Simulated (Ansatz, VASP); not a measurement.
# Si47C47O (O_C-V_Si (Si site 1) basal): VASP beside Ansatz, part 3 of 3

Wanted: the spread between two codes on one cell, functional and k mesh. The cell is taken from a series of runs on this material, whose earlier steps may have relaxed, scaled, displaced or heated it; both programs get it as it stands.

VASP 6.6.1 and Ansatz 0.2.0.

So far. Step 6 (VASP: single point, PBE, pair 2): The run ends at a pressure of 1.60 GPa, with forces up to 0.62 eV/Å.

**8. Ansatz: single point, PBE, pair 3**

Level of this step: Ansatz beside VASP: Kohn-Sham DFT, plane waves, PBE (Ansatz).

A single point gives forces, pressure and levels at one fixed geometry, so differences don't come from the geometry; what else differs is listed under the comparison.

The cell is taken from a series of runs on this material, whose earlier steps may have relaxed, scaled, displaced or heated it; both programs get it as it stands.

File input.yaml:

```yaml
crystal:
  lattice:
    - [9.28241338, 5.35920398, 0.0]
    - [-9.28241348, 5.35920381, 0.0]
    - [0.0, 0.0, 10.12919782]
  atoms:
    - { symbol: Si, position: [0.00139241237, 0.00138292351, 0.50073719768] }
    - { symbol: Si, position: [0.16709143862, 0.33339371181, 0.50084318621] }
    - { symbol: Si, position: [0.33340472568, 0.16708453074, 0.50084243996] }
[... 1 atom line left out ...]
    - { symbol: Si, position: [0.16764057334, 0.16763103861, 0.24984282063] }
[... 3 atom lines left out ...]
    - { symbol: Si, position: [0.33308421247, 0.33307337727, 0.74924462369] }
[... 5 atom lines left out ...]
    - { symbol: C, position: [0.33347556723, 0.16699928827, 0.18684959675] }
[... 2 atom lines left out ...]
    - { symbol: C, position: [0.33230914615, 0.16557845399, 0.68774264641] }
[... 1 atom line left out ...]
    - { symbol: C, position: [0.16625436079, 0.16624554926, 0.43810728355] }
[... 5 atom lines left out ...]
    - { symbol: Si, position: [0.16682450481, 0.83292245341, 0.50092133917] }
[... 1 atom line left out ...]
    - { symbol: Si, position: [0.00174471221, 0.83490075609, 0.24936708616] }
[... 2 atom lines left out ...]
    - { symbol: Si, position: [-0.00092048122, 0.6658936699, 0.74875124117] }
[... 5 atom lines left out ...]
    - { symbol: C, position: [7.54392e-05, 0.50024119527, 0.18722425273] }
    - { symbol: C, position: [0.16693455186, 0.83339339978, 0.18682247748] }
    - { symbol: C, position: [0.33373169411, 0.66689754502, 0.18644820555] }
    - { symbol: C, position: [-0.00080674138, 0.49944288815, 0.68680319301] }
    - { symbol: C, position: [0.16559456139, 0.83265543315, 0.68767435313] }
    - { symbol: C, position: [0.33299494609, 0.66681375814, 0.68754363185] }
    - { symbol: C, position: [0.00035795748, 0.83433050342, 0.4378113284] }
    - { symbol: C, position: [0.16651655896, 0.66707437538, 0.43838749608] }
[... 4 atom lines left out ...]
    - { symbol: Si, position: [0.50015250067, -8.057491e-05, 0.50000535833] }
    - { symbol: Si, position: [0.66465013797, 0.3331205327, 0.50108783168] }
[... 1 atom line left out ...]
    - { symbol: Si, position: [0.50004059124, 0.33281346528, 0.25206125837] }
    - { symbol: Si, position: [0.66666268625, 0.16725189363, 0.25014200679] }
    - { symbol: Si, position: [0.83490903567, 0.00173305613, 0.24936746474] }
    - { symbol: Si, position: [0.49945749947, 0.16650746318, 0.74951335] }
    - { symbol: Si, position: [0.66590485645, -0.00093135286, 0.74875167593] }
[... 5 atom lines left out ...]
    - { symbol: C, position: [0.66690637147, 0.33372029646, 0.18644842493] }
[... 2 atom lines left out ...]
    - { symbol: C, position: [0.66682370913, 0.33298419211, 0.6875422387] }
    - { symbol: C, position: [0.83266698943, 0.16558466266, 0.68767442042] }
    - { symbol: C, position: [0.49900381024, 0.31650682079, 0.43295651479] }
    - { symbol: C, position: [0.66708407677, 0.1664999491, 0.43838696117] }
[... 4 atom lines left out ...]
    - { symbol: Si, position: [0.66918631079, 0.83862017363, 0.4993590726] }
[... 2 atom lines left out ...]
    - { symbol: Si, position: [0.66897022934, 0.66895982658, 0.24552909052] }
[... 1 atom line left out ...]
    - { symbol: Si, position: [0.49826074153, 0.6638993397, 0.7483164091] }
    - { symbol: Si, position: [0.66391133113, 0.49825049466, 0.74831234432] }
    - { symbol: Si, position: [0.83330995266, 0.83329972594, 0.74940557218] }
[... 3 atom lines left out ...]
    - { symbol: C, position: [0.50248428279, 0.50247439302, 0.19157446196] }
    - { symbol: C, position: [0.66755847309, 0.83377148168, 0.18869765548] }
    - { symbol: C, position: [0.83378172671, 0.66754955636, 0.18869702819] }
    - { symbol: C, position: [0.49835412469, 0.49834327534, 0.70348097474] }
    - { symbol: C, position: [0.6662691938, 0.83033085314, 0.68377116818] }
    - { symbol: C, position: [0.83034392619, 0.66626161541, 0.68376817261] }
    - { symbol: C, position: [0.50185422473, 0.83105857023, 0.4372027921] }
    - { symbol: O, position: [0.69367718078, 0.69366477871, 0.4266370736] }
    - { symbol: C, position: [0.83106919952, 0.50184391605, 0.43720219853] }
[... 2 atom lines left out ...]
    - { symbol: C, position: [0.8329256463, 0.83291374826, 0.93769665494] }
  host:
    repeats: [2, 2, 1]
    atoms:
      - { symbol: Si, position: [0.0, 0.0, 0.49984857] }
      - { symbol: Si, position: [0.33333333, 0.66666667, 0.49984857] }
      # ... 22 more atoms of the perfect host
total_charge: -1
basis:
  ecutwfc: 420
  xc_grid: 2
hamiltonian:
  xc: pbe
kpoints:
  mp_grid: { grid: [1, 1, 1] }
magnetization:
  spin_polarized: true
  initial_magnetization: 1
  spin_locking: { lock_magnetization: hard }
scf:
  occupations: { method: fermi_dirac, width: 0.01 }
  max_iter: 80
output:
  forces: true
  charged_corrections:
    epsilon: [7.02, 7.02, 7.32]
    static_epsilon: [10.34, 10.34, 11.03]
    defect_position: [0.5, 0.5, 0.49984]
  eigenvalues: true
checkpoint:
  read: "../qm1_M1.relax_smeared.run"
  write: "../cc0.qm1_M1.l1.run"
  compress: false
  write_wavefunctions: false
  write_every: 100000
```

Launch:

```bash
$ ansatz run input.yaml --threads 4 --pin off --max-ram 14131MiB --backend cpu --events-out ev --progress --plain --runs-dir out
```

What it wrote:

```text
Warning: the atoms were moved onto the symmetric positions of the space group found under crystal.symmetry.tolerance 1.0e-5 (fractional; no operation is sought that the atoms, as they stand in a round, miss by more than twice it, and no atom is moved by as much as it), and the run uses the moved positions. Before a round's move an operation carried an atom to 1.58e-4 Å from where it should land, the largest such dist [...]
[...]
atom  44  C     -0.34391279     0.01607601     0.09598903
  atom  45  C     -0.28148093    -0.01061462    -0.17961570
[...]
atom  47  C     -0.05411599    -0.02811624    -0.00614660
  atom  48  C     -0.06328976     0.01658404    -0.02066866
  atom  49  Si    -0.08451828     0.09804166    -0.12466030
  atom  50  Si    -0.60008643    -0.54130948    -0.37054042
  atom  51  Si    -0.12225012    -0.04878050    -0.16527295
[...]
atom  92  C      0.05560690     0.12560436     0.00930089
  atom  93  C     -0.21385622     0.14961608     0.15436139
  atom  94  C      0.21385622     0.14961608     0.15436139
  atom  95  C     -0.00000000     0.04615075     0.00571111
  max |Σ_I F_I| component: 3.47e-5 eV/Å
[...]
--- Band table (eV) ---
[...]
```

**9. VASP: single point, PBE, pair 3**

The same cell, functional, mesh and smearing now go to VASP, with its own data sets.

File INCAR:

```
SYSTEM = Si47C47O
PREC = Accurate
ENCUT = 520
EDIFF = 1E-06
NELM = 200
ISMEAR = -1
SIGMA = 0.01
LREAL = Auto
ALGO = Normal
GGA = PE
NELECT = 383
NBANDS = 264
ISPIN = 2
MAGMOM = 0 -0 -0 0 -0 0 -0 -0 -0 0 0 0 0 0 0 0 0 0 0 -0 -0 0 -0 0 0 0 0 0 0 0 -0 0 -0 0 0 -0 -0 -0 -0 -0 -0 0 0 -0 -0 0 0 0 0 0 0 0 0 0.01 0 0.01 0 0 0.01 0 -0 0.01 0 -0 0 0 0.01 0.15 0 0 0 0 0.01 -0 0 0 -0 0.15 0.01 0 0 0 0 0.01 0 0 0.14 0 0 0 0 0.01 0.01 -0 0
LORBIT = 11
LWAVE = .FALSE.
LCHARG = .FALSE.
ISIF = 2
NUPDOWN = 1
LASPH = .TRUE.
GGA_COMPAT = .FALSE.
NCORE = 2
```

File POSCAR:

```
Si47C47O
1.0
    9.2824133794      5.3592039794      0.0000000000
   -9.2824134800      5.3592038053      0.0000000000
    0.0000000000      0.0000000000     10.1291978199
Si C O
47 47 1
Direct
    0.0013938690      0.0013814669      0.5007371977
    0.1670941857      0.3333930177      0.5008428131
    0.3334054198      0.1670817836      0.5008428131
[... 1 atom line left out ...]
    0.1676420070      0.1676296049      0.2498428206
[... 3 atom lines left out ...]
    0.3330849960      0.3330725938      0.7492446237
[... 5 atom lines left out ...]
    0.3331322570      0.6646404207      0.5010878276
[... 2 atom lines left out ...]
    0.3328245537      0.5000303422      0.2520609420
[... 1 atom line left out ...]
    0.1665185887      0.4994460874      0.7495132562
[... 5 atom lines left out ...]
    0.6646528228      0.3331198548      0.5010878276
[... 1 atom line left out ...]
    0.5000427443      0.3328121515      0.2520609420
[... 2 atom lines left out ...]
    0.4994584895      0.1665061866      0.7495132562
[... 5 atom lines left out ...]
    0.6691891154      0.8386232580      0.4993585245
    0.8386356602      0.6691767133      0.4993585245
    0.4992758688      0.8329059921      0.2488698964
    0.6689712290      0.6689588269      0.2455290905
    0.8329183942      0.4992634667      0.2488698964
    0.4982618192      0.6638991344      0.7483143767
    0.6639115365      0.4982494170      0.7483143767
    0.8333110404      0.8332986382      0.7494055722
[... 4 atom lines left out ...]
    0.1670112461      0.3334650053      0.1868493839
    0.3334774074      0.1669988439      0.1868493839
[... 1 atom line left out ...]
    0.1655899490      0.3322977155      0.6877426986
    0.3323101176      0.1655775468      0.6877426986
    0.9972544762      0.3318669714      0.4384605588
    0.1662561561      0.1662437540      0.4381072836
    0.3318793736      0.9972420741      0.4384605588
[... 5 atom lines left out ...]
    0.3337321964      0.6668957572      0.1864483152
[... 2 atom lines left out ...]
    0.3329957702      0.6668125325      0.6875429353
    0.0003566492      0.8343271977      0.4378116080
    0.1665144551      0.6670730250      0.4383872286
    0.3165119326      0.4989939336      0.4329545502
[... 4 atom lines left out ...]
    0.6669081593      0.3337197942      0.1864483152
[... 2 atom lines left out ...]
    0.6668249346      0.3329833680      0.6875429353
[... 1 atom line left out ...]
    0.4990063357      0.3164995304      0.4329545502
    0.6670854272      0.1665020530      0.4383872286
    0.8343395998      0.0003442471      0.4378116080
[... 3 atom lines left out ...]
    0.5024855390      0.5024731368      0.1915744620
    0.6675602158      0.8337704031      0.1886973418
    0.8337828052      0.6675478137      0.1886973418
    0.4983549010      0.4983424990      0.7034809747
    0.6662716056      0.8303311886      0.6837696704
    0.8303435907      0.6662592035      0.6837696704
    0.5018552714      0.8310576838      0.4372024953
    0.8310700859      0.5018428693      0.4372024953
    0.4999881471      0.6681135036      0.9385550534
[... 2 atom lines left out ...]
    0.6936771808      0.6936647787      0.4266370736
```

File KPOINTS:

```
Automatic mesh
0
Gamma
1 1 1
0 0 0
```

The projector-augmented-wave data sets are Si, C and O (PBE family, release 64).

Launch:

```bash
$ mpirun -np 8 vasp_gam
```

What it wrote:

```text
[... set-up lines as in an earlier step ...]
 entering main loop
       N       E                     dE             d eps       ncg     rms          rms(c)
DAV:   1     0.230548365339E+04    0.23055E+04   -0.19902E+05  1056   0.139E+03
DAV:   2    -0.525764146522E+03   -0.28312E+04   -0.26394E+04  1384   0.280E+02
DAV:   3    -0.782283238137E+03   -0.25652E+03   -0.25312E+03  1296   0.809E+01
DAV:   4    -0.789158484394E+03   -0.68752E+01   -0.68420E+01  1288   0.148E+01
DAV:   5    -0.789358176003E+03   -0.19969E+00   -0.19943E+00  1288   0.251E+00BRMIX: very serious problems
 the old and the new charge density differ
 old charge density:   382.00000 new  383.00000
    0.600E+01
DAV:   6    -0.703394147327E+03    0.85964E+02   -0.27565E+02  1248   0.228E+01    0.265E+01
DAV:   7    -0.701469717574E+03    0.19244E+01   -0.25483E+01  1360   0.771E+00    0.119E+01
DAV:   8    -0.701132560696E+03    0.33716E+00   -0.38931E+00  1312   0.307E+00    0.618E+00
DAV:   9    -0.701097844662E+03    0.34716E-01   -0.98306E-01  1312   0.198E+00    0.235E+00
[...]
DAV:  21    -0.701101178124E+03    0.35352E-05   -0.30872E-06   936   0.401E-03    0.215E-02
DAV:  22    -0.701101177567E+03    0.55667E-06   -0.13263E-05  1208   0.419E-03    0.271E-03
DAV:  23    -0.701101177928E+03   -0.36092E-06   -0.10675E-06   736   0.221E-03
   1 F= -.70110118E+03 E0= -.70109425E+03  d E =-.138624E-01  mag=     1.0000
```

Parts of OUTCAR (step 9):

```text
  FREE ENERGIE OF THE ION-ELECTRON SYSTEM (eV)
  ---------------------------------------------------
  free  energy   TOTEN  =      -701.1011779282 eV

  energy  without entropy=     -701.0873155214  energy(sigma->0) =     -701.09424672

 magnetization (x)
# of ion       s       p       d       tot
------------------------------------------
    1       -0.000   0.000   0.000   0.000
    2       -0.001  -0.002   0.000  -0.003
    3       -0.001  -0.002   0.000  -0.003
    4        0.000   0.000   0.000   0.000
    5       -0.000  -0.000   0.000  -0.000
    6        0.000   0.000   0.000   0.000
    7       -0.000  -0.000   0.000  -0.000
    8       -0.000  -0.000   0.000  -0.000
    9       -0.001  -0.002   0.000  -0.003
   10       -0.000   0.000   0.000   0.000
   11        0.000   0.001   0.000   0.001
   12        0.000   0.001   0.000   0.001
   13        0.000   0.001   0.000   0.001
[...]
--------------------------------------------------
tot          0.035   0.463   0.000   0.498
```

The run ends at a pressure of 1.59 GPa, with forces up to 0.89 eV/Å.

**10. Side by side**

Compared:

```csv
quantity,Ansatz,VASP,difference
"total moment, fixed by the input (μB)",1.00,1.00,0.00
moment on C78 (μB),0.15,0.14,+0.01
moment on C68 (μB),0.15,0.14,+0.01
moment on C87 (μB),0.14,0.13,+0.01
```

Forces on 10 of the 95 atoms, those with the largest forces and the largest differences (eV/Å; atoms numbered as in POSCAR):

```csv
atom,"Ansatz x, y, z","VASP x, y, z"
Si3,"0.096, 0.749, -0.340","0.095, 0.747, -0.338"
Si15,"0.600, -0.541, -0.371","0.597, -0.540, -0.368"
Si18,"-0.120, -0.048, 0.857","-0.124, -0.050, 0.853"
Si26,"-0.600, -0.541, -0.371","-0.597, -0.540, -0.368"
Si28,"0.120, -0.048, 0.857","0.124, -0.050, 0.853"
Si37,"0.033, -0.140, 0.002","0.018, -0.137, 0.014"
Si38,"-0.033, -0.140, 0.002","-0.018, -0.137, 0.014"
Si40,"0.000, -0.230, 0.069","0.000, -0.233, 0.051"
Si42,"0.724, -0.442, -0.138","0.720, -0.439, -0.136"
Si43,"-0.724, -0.442, -0.138","-0.720, -0.439, -0.136"
```

The forces differ by 3.3 meV/Å r.m.s., which is 1.9 % of the r.m.s. force of 0.179 eV/Å (both taken over all components). The cell carries a charge of -1 e against a uniform background, so its pressure also hangs on how the neutralising background is counted, and in a defect's cell a gap may be the spacing between its levels.

**11. What came out**

```json
{
  "r.m.s. force difference (single point, PBE, pair 1)": "3.2 meV/Å",
  "r.m.s. force difference (single point, PBE, pair 2)": "3.4 meV/Å",
  "r.m.s. force difference (single point, PBE, pair 3)": "3.3 meV/Å"
}
```

What this shows: The r.m.s. force difference is 3.4 meV/Å (single point, PBE, pair 2), within the 12 meV/Å picked in this series as the mark of a large difference. 1 further run of this series is not shown here. How closely two codes agree says nothing of how well the functional describes the real material.

[Lines on the potential files, build, host, timing and source positions are cut from VASP's logs without a mark.]

[Logs are printed without paths, hosts, clocks, repeated set-up lines and the standing remarks that a program may print on its own settings, such as how far it seeks lower states.]

[Hosts, paths, dates, database ids (printed as entryN), source tags and the programs' standing remarks are cut or masked in the printed files.]
